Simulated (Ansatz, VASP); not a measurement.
## Cross-check of Bi2Pd (Urvantsevite) between VASP and Ansatz

Aim: how closely do two programs agree when they are given the same cell, functional and k mesh?

Program: Ansatz 0.2.0. Level of theory: plane waves, with VASP 6.6.1 beside it; relaxation of cell and atoms at PBEsol. Results are calculated unless marked as measured.

**1. Set-up**

It takes space group I4/mmm (No. 139, tetragonal). Conventional cell: a = 3.362 Å, b = 3.362 Å, c = 12.983 Å, α = 90.00°, β = 90.00°, γ = 90.00°. Bi has 4 Pd at 2.97 Å nearest. Nearest to Pd lie 8 Bi at 2.97 Å. Farther neighbours are not listed.

**2. Ansatz: relaxation of cell and atoms, PBEsol**

Ansatz runs on its default PAW (the set named soft_2) files.

The relaxed volume is the usual yardstick between codes: its relative difference is about their pressure difference at one cell divided by the bulk modulus.

Input file input.yaml:

```yaml
crystal:
  lattice:
    - [-1.681, 1.681, 6.4915]
    - [1.681, -1.681, 6.4915]
    - [1.681, 1.681, -6.4915]
  atoms:
    - { symbol: Bi, position: [0.363, 0.363, 0.0] }
    - { symbol: Bi, position: [0.637, 0.637, 0.0] }
    - { symbol: Pd, position: [0.0, 0.0, 0.0] }
hamiltonian:
  xc: pbesol
  pseudopotentials: { kind: paw }
kpoints:
  mp_grid: { grid: [9, 9, 9] }
scf:
  occupations: { method: fermi_dirac, width: 0.05 }
relax:
  f_tol: 0.01
  max_steps: 60
  cell: { stress_tol: 0.05 }
output:
  forces: true
  stress: true
```

The run is started by

```bash
$ ansatz run input.yaml --threads 4 --pin off --max-ram 9216MiB --backend cpu --events-out ev --progress --plain --runs-dir out
```

Numbers of over 12 decimals in the logs are rounded to 6 here.

What it wrote:

```text
basis.fft_grid_basis auto: the FFT boxes are laid along the combinations [[1, 0, 1], [0, 1, 1], [0, 0, 1]] of the cell's own vectors, 3.362, 3.362 and 6.913 Å long. The dense box has 24×24×48 points. Along the cell's own vectors, as sized, it would have 48×48×48, 4.00 times as many. Of the 16 symmetry operations that the crystal satisfies within crystal.symmetry.tolerance (time reversal apart; of a slab, those that k [...]
Engine: ansatz 0.2.0, aarch64-unknown-linux-gnu
Pseudopotentials: kind: paw
Pseudopotential: Bi, paw, valence charge 15, recommended cutoff 420 eV (normal), Bi.paw.azcp
Pseudopotential: Pd, paw, valence charge 18, recommended cutoff 420 eV (normal), Pd.paw.azcp
Functional definition: PBEsol
  exchange = pbesol_x
  correlation = pbesol_c
Crystal: 3 atoms, lattice volume = 73.374 Å³
Basis set: ecut = 420 eV, 1425 PW (Γ), FFT grids on a1+a3, a2+a3, a3, exchange–correlation on 48×48×96 points (8 copies of the dense FFT grid, shifted against one another)
Bands: 29, of which v1, the nominal top of the filled ones, is band 24 counted from 1 (23 counted from 0)
Symmetry: 16 space group operations
Space group: I4/mmm (ITA 139), of the structure as read, at distance tolerance 4.2e-5 Å
k-points: 75 of 729
Non-local potential: Bi, projectors of the file, l = 0: 2, l = 1: 2, l = 2: 2, l = 3: 2
Non-local potential: Pd, projectors of the file, l = 0: 2, l = 1: 2, l = 2: 2, l = 3: 1
PAW form: soft (Blöchl's): semilocal exchange-correlation on the pseudo side does not see the compensation charge
PAW frozen core: Bi, regenerated for the run's functional, and the local potential with it (the file was generated under x = pbe(κ = 0.804, μ = 0.219515), c = pbe(β = 0.066725))
PAW frozen core: Pd, regenerated for the run's functional, and the local potential with it (the file was generated under x = pbe(κ = 0.804, μ = 0.219515), c = pbe(β = 0.066725))
PAW one-centre angular grid: Bi, 590 points (default); XC on 64 Gauss nodes
PAW one-centre angular grid: Pd, 590 points (default); XC on 64 Gauss nodes
Initial density: superposition of atomic densities (neutral atoms: chi_scale 0, normalization atom), corrected by the library's trained network
Initial wavefunctions: pseudopotential atomic-orbital guess
Functional: x = pbesol(κ = 0.804, μ = 0.123457), c = pbesol(β = 0.046)
SCF iter   1: F=—  HF=-31391.357725 eV  |F-HF|=—  |Δ(HF+E_count)|=         —  Δρ=7.96e-3  dr2=6.87e-2  ethr=1.77e-3  ⟨swp⟩=6.8  Hψ=9020  notcnv=0
preconditioner: auto → Kerker (q_TF=auto, 2.542 Å⁻¹)  [metal: Δε(μ)=0.058 eV  Ē_g=17.211 eV  σ=0.050 eV  W_gap=0.26  n_scr=20 (ndim 8)  ℏωp=27.4 eV  f_vac=0.000  D(μ)=1.63/eV (n_scr^D=12)]
SCF iter   2: F=—  HF=-31391.350584 eV  |F-HF|=—  |Δ(HF+E_count)|=   7.14e-3  Δρ=2.93e-3  dr2=1.16e-2  ethr=1.43e-4  ⟨swp⟩=2.0  Hψ=2987  notcnv=0  defer=7
SCF iter   3: F=—  HF=-31391.349176 eV  |F-HF|=—  |Δ(HF+E_count)|=   1.41e-3  Δρ=7.09e-4  dr2=9.95e-4  ethr=2.42e-5  ⟨swp⟩=1.9  Hψ=2327  notcnv=0  defer=7
SCF iter   4: F=—  HF=-31391.349032 eV  |F-HF|=—  |Δ(HF+E_count)|=   1.44e-4  Δρ=1.45e-4  dr2=5.40e-5  ethr=2.07e-6  ⟨swp⟩=2.0  Hψ=2526  notcnv=0  defer=7
SCF iter   5: F=—  HF=-31391.349013 eV  |F-HF|=—  |Δ(HF+E_count)|=   1.88e-5  Δρ=4.19e-5  dr2=4.45e-6  ethr=1.13e-7  ⟨swp⟩=2.0  Hψ=2748  notcnv=0  defer=7
SCF iter   6: F=—  HF=-31391.349012 eV  |F-HF|=—  |Δ(HF+E_count)|=   5.37e-7  Δρ=9.99e-6  dr2=1.54e-7  ethr=9.27e-9  ⟨swp⟩=2.0  Hψ=2642  notcnv=0  defer=7
SCF iter   7: F=-31391.349012 eV  HF=-31391.349012 eV  |F-HF|=5.35e-9  |Δ(HF+E_count)|=   2.00e-8  Δρ=3.23e-6  dr2=1.19e-8  ethr=2.08e-10  ⟨swp⟩=5.0  Hψ=8142  notcnv=0
SCF 1 converged in 7 iterations: F = -31391.349012 eV  dr2 = 1.19e-8
  greatest PAW one-centre occupation: 0.999 electrons in one spin orbital (limit 2), on the Pd atom at site 2 (counted from 0), in its partial waves of l = 0
relax step   1: F+E_penalty+E_count = -31391.34901236 eV  Δ(F+E_penalty+E_count) = +0.000e0 eV  max|allowed force component| = 1.549e-1 eV/Å  Δτ_max = 0.0000 Å  P = -1.272 GPa  Ω = 73.374 Å³  (7 SCF iters, dr2 threshold 1.00e-7 eV, accepted)
[...]
relax step   2: F+E_penalty+E_count = -31391.34952657 eV  Δ(F+E_penalty+E_count) = -5.142e-4 eV  max|allowed force component| = 1.745e-1 eV/Å  Δτ_max = 0.0250 Å  P = +1.437 GPa  Ω = 71.716 Å³  energy of the carried Pulay correction = +3.614e-4 eV  (6 SCF iters, dr2 threshold 3.00e-7 eV, accepted)
[...]
relax step   3: F+E_penalty+E_count = -31391.35533338 eV  Δ(F+E_penalty+E_count) = -5.807e-3 eV  max|allowed force component| = 1.580e-2 eV/Å  Δτ_max = 0.0178 Å  P = +0.023 GPa  Ω = 72.410 Å³  energy of the carried Pulay correction = +2.091e-4 eV  (6 SCF iters, dr2 threshold 3.00e-7 eV, accepted)
[...]
relax step   4: F+E_penalty+E_count = -31391.35531261 eV  Δ(F+E_penalty+E_count) = +2.077e-5 eV  max|allowed force component| = 9.300e-3 eV/Å  Δτ_max = 0.0056 Å  P = -0.081 GPa  Ω = 72.612 Å³  energy of the carried Pulay correction = +1.651e-4 eV  (6 SCF iters, dr2 threshold 1.56e-8 eV, accepted)
[...]
relax step   5: F+E_penalty+E_count = -31391.35540754 eV  Δ(F+E_penalty+E_count) = -9.492e-5 eV  max|allowed force component| = 3.925e-4 eV/Å  Δτ_max = 0.0031 Å  P = +0.001 GPa  Ω = 72.474 Å³  energy of the carried Pulay correction = +1.951e-4 eV  (6 SCF iters, dr2 threshold 1.81e-8 eV, accepted)
[...]
relax step   6: F+E_penalty+E_count = -31391.35520497 eV  Δ(F+E_penalty+E_count) = +2.026e-4 eV  max|allowed force component| = 4.609e-4 eV/Å  Δτ_max = 0.0000 Å  P = +0.003 GPa  Ω = 72.474 Å³  stress off target by 7.80e-3 GPa  SCF on the basis re-selected at this cell (its energy is not comparable with the rows above)  (6 SCF iters)
basis re-selected at this cell: Δ(F+E_penalty+E_count) = +2.026e-4 eV, ΔP = +0.002 GPa vs the last step (what re-selecting the basis moved, of the pressure what is left beyond the Pulay correction that the steps carried, after the strain that the cell walked since its last selection, with what the two solves' SCF thresholds leave and, on support functions, any second-order correction that the steps lacked; it is no m [...]
SCF converged after 6 iterations
Free energy (F): -31391.355205 eV
Harris-Foulkes:  -31391.355205 eV  (|F-HF|=1.09e-11)
Internal energy: -31391.342452 eV  (E = F + TS)
E sigma→0 (E₀):  -31391.348828 eV
Entropy (-TS):   -0.012753 eV (-4.251 meV/atom)
Fermi energy:    14.520096 eV
--- Per-component energies (eV) ---
  E_band       = -333.479967
  E_kinetic    = 1121.754625
  E_local      = -5447.060099  (includes V_loc(G=0)·N_el)
  E_nonlocal   = 1344.708825
  E_hartree    = 2027.183877
  E_xc         = -469.555472
  E_vxc        = -501.198585  (∫ρ·V_xc dr)
  E_paw        = -24705.139868  (= ΣΔE_a)
  E_vpaw       = -906.051877  (= ΣTr[D̂ρ^β])
  E_aug_tail   = -0.000737  (compensation charges beyond the density's cutoff)
  E_ewald      = -5263.715632
  E_core_change = 0.482029  (= ΣΔE_core)
  E_smearing   = -0.012753  (= −TS)
  E_closure    = 0.000000  (closes the sum)
  Σ components = -31391.355205   (vs F -31391.355205, Δ=0.00e0)
--- Forces (eV/Å), atoms counted from 1 ---
  atom   1  Bi     0.00000000     0.00000000    -0.00046092
  atom   2  Bi     0.00000000     0.00000000     0.00046092
  atom   3  Pd    -0.00000000     0.00000000     0.00000000
  max |Σ_I F_I| component: 5.42e-20 eV/Å
--- Stress (GPa, compression-positive) ---
        0.001108       0.000000      -0.000000
        0.000000       0.001108       0.000000
       -0.000000      -0.000000       0.007800
  P = ⅓ Tr σ = 0.0033 GPa (0.033 kbar)
--- Relaxed structure (5 steps of the walk, 5 accepted, 1 SCFs on fresh bases) ---
  F+E_penalty+E_count = -31391.35520497 eV   max|allowed force component| = 4.609e-4 eV/Å   (the final SCF, on the basis selected at the relaxed cell)
  cell:  # Å, volume = 72.4739 Å³
    - [-1.681017, 1.681017, 6.411765]
    - [1.681017, -1.681017, 6.411765]
    - [1.681017, 1.681017, -6.411765]
  atoms:
    - { symbol: Bi, position: [0.363748, 0.363748, 0] }
    - { symbol: Bi, position: [0.636252, 0.636252, 0] }
    - { symbol: Pd, position: [0, 0, 0] }
```

Wall time 11 s (4 threads of Arm Neoverse V1, shared host); peak memory 0.6 GiB; 41 s of CPU time.

**3. VASP: relaxation of cell and atoms, PBEsol**

The same cell, functional, mesh and smearing now go to VASP, with its own data sets and cutoff.

Lines of VASP's logs that name or quote its potential files are left out, and so is its time.

Input file INCAR:

```
SYSTEM = Bi2Pd
PREC = Accurate
ENCUT = 520
EDIFF = 1E-06
NELM = 100
ISMEAR = -1
SIGMA = 0.05
LREAL = .FALSE.
ALGO = Normal
GGA = PS
NBANDS = 26
LORBIT = 11
LWAVE = .FALSE.
LCHARG = .FALSE.
KPAR = 4
IBRION = 2
NSW = 60
ISIF = 3
EDIFFG = -0.01
```

Input file POSCAR:

```
Bi2Pd
1.0
   -1.6810000000      1.6810000000      6.4915000000
    1.6810000000     -1.6810000000      6.4915000000
    1.6810000000      1.6810000000     -6.4915000000
Bi Pd
2 1
Direct
    0.3630000000      0.3630000000      0.0000000000
    0.6370000000      0.6370000000      0.0000000000
    0.0000000000      0.0000000000      0.0000000000
```

Input file KPOINTS:

```
Automatic mesh
0
Gamma
9 9 9
0 0 0
```

Potentials, in the order of the species: Bi_d and Pd (PBE family, release 64).

The run is started by

```bash
$ mpirun -np 4 vasp_std
```

What it wrote:

```text
[banner, memory and clock lines left out]
running    4 mpi-ranks, on    1 nodes
 distrk:  each k-point on    1 cores,    4 groups
 distr:  one band on    1 cores,    1 groups

 POSCAR found type information on POSCAR BiPd
 POSCAR found :  2 types and       3 ions
|                                                                             |
|               ----> ADVICE to this user running VASP <----                  |
|                                                                             |
|     You enforced a specific xc type in the INCAR file but a different       |
|     [... a line on the potential file left out ...]
|     I HOPE YOU KNOW WHAT YOU ARE DOING!                                     |
|                                                                             |

 LDA part: xc-table for (Slater+PW92), standard interpolation
 POSCAR, INCAR and KPOINTS ok, starting setup
 FFT: planning ... GRIDC
 FFT: planning ... GRID_SOFT
 FFT: planning ... GRID
 WAVECAR not read
 entering main loop
       N       E                     dE             d eps       ncg     rms          rms(c)
DAV:   1     0.412414731666E+03    0.41241E+03   -0.20801E+04  3908   0.190E+03
DAV:   2     0.210935048053E+02   -0.39132E+03   -0.38320E+03  3950   0.487E+02
DAV:   3    -0.142478143959E+02   -0.35341E+02   -0.34793E+02  4768   0.159E+02
DAV:   4    -0.154378385903E+02   -0.11900E+01   -0.11872E+01  4716   0.301E+01
DAV:   5    -0.154899286540E+02   -0.52090E-01   -0.52086E-01  5408   0.579E+00    0.442E+00
DAV:   6    -0.153067062509E+02    0.18322E+00   -0.31901E-01  4364   0.449E+00    0.224E+00
DAV:   7    -0.152702062486E+02    0.36500E-01   -0.16020E-01  4570   0.298E+00    0.871E-01
DAV:   8    -0.152630428989E+02    0.71633E-02   -0.55307E-02  4100   0.152E+00    0.380E-01
DAV:   9    -0.152621700491E+02    0.87285E-03   -0.58369E-03  5082   0.655E-01    0.715E-02
DAV:  10    -0.152621010806E+02    0.68968E-04   -0.57485E-04  4246   0.182E-01    0.295E-02
DAV:  11    -0.152621010964E+02   -0.15719E-07   -0.77899E-05  5292   0.658E-02    0.602E-03
DAV:  12    -0.152621003477E+02    0.74865E-06   -0.51011E-06  3862   0.195E-02
   1 F= -.15262100E+02 E0= -.15255422E+02  d E =-.152621E+02
[...]
2 F= -.15262833E+02 E0= -.15256363E+02  d E =-.732882E-03
[...]
3 F= -.15267333E+02 E0= -.15260756E+02  d E =-.523272E-02
[...]
4 F= -.15267922E+02 E0= -.15261406E+02  d E =-.589379E-03
 trial-energy change:   -0.000589  1 .order   -0.000599   -0.000723   -0.000474
 step:   2.6273(harm=  2.6273)  dis= 0.00492  next Energy=   -15.268383 (dE=-0.105E-02)
 bond charge predicted
       N       E                     dE             d eps       ncg     rms          rms(c)
DAV:   1    -0.152766763763E+02   -0.87530E-02   -0.53365E-01  4338   0.528E+00    0.474E-01
DAV:   2    -0.152712187552E+02    0.54576E-02   -0.19508E-02  4608   0.143E+00    0.279E-01
DAV:   3    -0.152683540780E+02    0.28647E-02   -0.67928E-03  5560   0.908E-01    0.699E-02
DAV:   4    -0.152683516526E+02    0.24253E-05   -0.15590E-03  4244   0.349E-01    0.359E-02
DAV:   5    -0.152683371556E+02    0.14497E-04   -0.12578E-04  4954   0.107E-01    0.145E-02
DAV:   6    -0.152683344364E+02    0.27191E-05   -0.91867E-06  4580   0.402E-02    0.465E-03
DAV:   7    -0.152683344548E+02   -0.18383E-07   -0.17954E-06  2362   0.116E-02
   5 F= -.15268334E+02 E0= -.15261947E+02  d E =-.100138E-02
 curvature:  -1.37 expect dE=-0.107E-04 dE for cont linesearch -0.284E-05
 trial: gam= 0.00000 g(F)=  0.546E-05 g(S)=  0.234E-05 ort =-0.415E-04 (trialstep = 0.125E+01)
 search vector abs. value=  0.780E-05
 reached required accuracy - stopping structural energy minimisation
```

Parts of OUTCAR (step 3):

```text
ion  position               nearest neighbor table
   1  0.363  0.363  0.000-   3 2.97   3 2.97   3 2.97   3 2.97   2 3.56   2 3.78   2 3.78   2 3.78
                             2 3.78
   2  0.637  0.637  0.000-   3 2.97   3 2.97   3 2.97   3 2.97   1 3.56   1 3.78   1 3.78   1 3.78
                             1 3.78
   3  0.000  0.000  0.000-   2 2.97   2 2.97   2 2.97   1 2.97   2 2.97   1 2.97   1 2.97   1 2.97

  LATTYP: Found a body centered tetragonal cell.
 ALAT       =     3.3620000000
 C/A-ratio  =     3.8616894706

 Subroutine GETGRP returns: Found 16 space group operations
 (whereof 16 operations were pure point group operations)

The static configuration has the point symmetry D_4h.

 Found     75 irreducible k-points:

   k-points           NKPTS =     75   k-points in BZ     NKDIM =     75   number of bands    NBANDS=     26

   dimension x,y,z NGX =    54 NGY =   54 NGZ =   54
   dimension x,y,z NGXF=   108 NGYF=  108 NGZF=  108

   ENCUT  =  520.0 eV  38.22 Ry    6.18 a.u.  12.85 12.85 12.85*2*pi/ulx,y,z

   NELECT =      40.0000    total number of electrons

 k-points in reciprocal lattice and weights: Automatic mesh
   0.00000000  0.00000000  0.00000000       0.001
   0.11111111 -0.00000000  0.00000000       0.011
   0.22222222 -0.00000000  0.00000000       0.011
   0.33333333 -0.00000000  0.00000000       0.011
   0.44444444 -0.00000000  0.00000000       0.011
   0.11111111  0.11111111  0.00000000       0.011
   0.22222222  0.11111111  0.00000000       0.022
   0.33333333  0.11111111 -0.00000000       0.022
   0.44444444  0.11111111  0.00000000       0.022
[...]
-0.44444444  0.44444444  0.44444444       0.005
  -0.44444444 -0.44444444  0.44444444       0.003

 average (electrostatic) potential at core
       1-101.7722       2-101.7722       3 -71.5738

 E-fermi :   9.1985

 k-point     1 :       0.0000    0.0000    0.0000
  band No.  band energies     occupation
    ...
     14       5.2002      2.00000
     15       5.9261      2.00000
     16       5.9261      2.00000
     17       6.3686      2.00000
     18       6.5358      2.00000
     19      11.0261      0.00000
     20      11.5681      0.00000
     21      11.5681      0.00000
     22      12.3291      0.00000
     23      12.3291      0.00000
    ...

 k-point     2 :       0.1111   -0.0000    0.0000
  band No.  band energies     occupation
    ...
     14       5.2291      2.00000
     15       5.8453      2.00000
     16       5.9721      2.00000
     17       6.3728      2.00000
     18       6.4301      2.00000
     19       9.7310      0.00005
     20      10.2596      0.00000
     21      11.7613      0.00000
     22      11.9441      0.00000
     23      12.5072      0.00000
    ...

 k-point     3 :       0.2222   -0.0000    0.0000
  band No.  band energies     occupation
    ...
     16       6.0864      2.00000
     17       6.1888      2.00000
     18       6.3379      2.00000
     19       7.6386      2.00000
     20       8.4381      2.00000
     21      11.9555      0.00000
     22      12.2463      0.00000
     23      13.0215      0.00000
     24      15.3914      0.00000
     25      16.0106      0.00000
    ...

  Total        0.0040162      0.0040162      0.0106486      0.0000000      0.0000000     -0.0000000
  in kB        0.0888562      0.0888562      0.2355948      0.0000000      0.0000000     -0.0000000
  external PRESSURE =       0.1377690 kB  Pullay stress =       0.0000000 kB

  energy-cutoff  :      520.00
  volume of cell :       72.42
      direct lattice vectors                 reciprocal lattice vectors
    -1.680801854  1.680801854  6.408295207     0.000000000  0.297477064  0.078023871
     1.680801854 -1.680801854  6.408295207     0.297477064  0.000000000  0.078023871
     1.680801854  1.680801854 -6.408295207     0.297477064  0.297477064  0.000000000

 POSITION                                       TOTAL-FORCE (eV/Angst)
 -----------------------------------------------------------------------------------
      0.00000      0.00000      4.66092         0.000000      0.000000     -0.007524
      0.00000      0.00000      8.15567        -0.000000     -0.000000      0.007524
      0.00000      0.00000      0.00000         0.000000      0.000000      0.000000
 -----------------------------------------------------------------------------------
    total drift:                                0.000000      0.000000     -0.000000

  FREE ENERGIE OF THE ION-ELECTRON SYSTEM (eV)
  ---------------------------------------------------
  free  energy   TOTEN  =       -15.2683344548 eV

  energy  without entropy=      -15.2555603365  energy(sigma->0) =      -15.26194740

 reached required accuracy - stopping structural energy minimisation

 total charge
# of ion       s       p       d       tot
------------------------------------------
    1        1.542   1.295   9.938  12.776
    2        1.542   1.295   9.938  12.776
    3        0.408   0.396   8.615   9.418
--------------------------------------------------
tot          3.492   2.986  28.491  34.969

[... 3 further parts left out ...]
```

**4. Differences**

Known differences besides the potentials themselves: both relaxations stop at a tolerance, which leaves soft axes loose, and VASP keeps its plane-wave basis; the data sets hold 48 valence electrons in Ansatz (default PAW (the set named soft_2) files) and 40 in VASP; the cutoff is 420 eV in Ansatz and 520 eV in VASP; Ansatz makes its cores anew for this functional, VASP keeps those of its PBE data sets; VASP leaves aspherical gradient terms in its spheres out (LASPH is not set), Ansatz keeps them; Ansatz adds a Pulay correction to the stress that steers its cell, VASP none. Total energies have different zeros and are not compared.

The two programs side by side:

| quantity | Ansatz | VASP | difference |
| --- | --- | --- | --- |
| volume (Å³) | 72.47 | 72.42 | +0.08 % |
| edge a after relaxation, in the typed setting (Å) | 6.838 | 6.835 | +0.05 % |

The walks stopped with 0.00 GPa left in Ansatz and 0.01 GPa in VASP; each walk ends within a tolerance, so the volume difference is uncertain by about these residues over the bulk modulus, most in soft cells.

**5. Outcome**

- difference in volume (relaxation of cell and atoms, PBEsol): 0.080 %

The difference in volume is 0.080 % (relaxation of cell and atoms, PBEsol), within the 1.2 % picked in this series as the mark of a large difference, as far as the stopping tolerances let one tell. Such differences can come from data sets, numerical settings and the points named under the comparisons, not from the functional's error against experiment.

[Lines on the potential files, build, host, timing and source positions are cut from VASP's logs without a mark.]

[Logs are printed without paths, hosts, clocks, repeated set-up lines and the standing remarks that a program may print on its own settings, such as how far it seeks lower states.]

[Hosts, paths, dates, database ids (printed as entryN), source tags and the programs' standing remarks are cut or masked in the printed files.]
